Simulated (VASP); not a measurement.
Set up this calculation in VASP 6.6.1, as the native input.

```yaml
Task: electric field gradients
Functional: PBE
Potentials_or_basis: VASP PAW PBE potentials, release 64 (Ga_d)
Cutoff: 520 eV
k_mesh: 9 × 9 × 7
Occupations: fermi-dirac, width 0.05 eV
Spin: no spin polarisation
Further_INCAR_settings: ALGO = Fast; EDIFF = 1e-07
```

The structure of Ga lies in POSCAR:

```
Ga
1.0
    2.2615000000     -3.8305000000      0.0000000000
    2.2615000000      3.8305000000      0.0000000000
    0.0000000000      0.0000000000      4.5240000000
Ga
4
Direct
    0.8451000000      0.1549000000      0.0810000000
    0.6549000000      0.3451000000      0.5810000000
    0.1549000000      0.8451000000      0.9190000000
    0.3451000000      0.6549000000      0.4190000000
```

These files were run (other wordings do the same):

INCAR

```
PREC = Accurate
ENCUT = 520
EDIFF = 1E-7
ISMEAR = -1
SIGMA = 0.05
LREAL = False
LASPH = True
NELM = 100
ALGO = Fast
ISIF = 2
LWAVE = False
LCHARG = False
GGA = PE
LEFG = True
```

KPOINTS

```
regular mesh
0
Gamma
  9 9 7
```

Potentials or basis: VASP PAW PBE potentials, release 64 (Ga_d).

Launch:

```sh
$ cat potpaw_PBE.64/Ga_d/POTCAR > POTCAR
$ mpirun -np 1 vasp_std > vasp.out
```

Results of the run:

* Pressure: 2.1 GPa
* Largest force: 0.103 eV/Å
* Band gap on the k mesh: none (metal or under the smearing width)

Wall time 2.4 min on 1 thread of Intel(R) Xeon(R) 6975P-C (Granite Rapids), with other jobs on the host, peak memory 0.32 GiB.
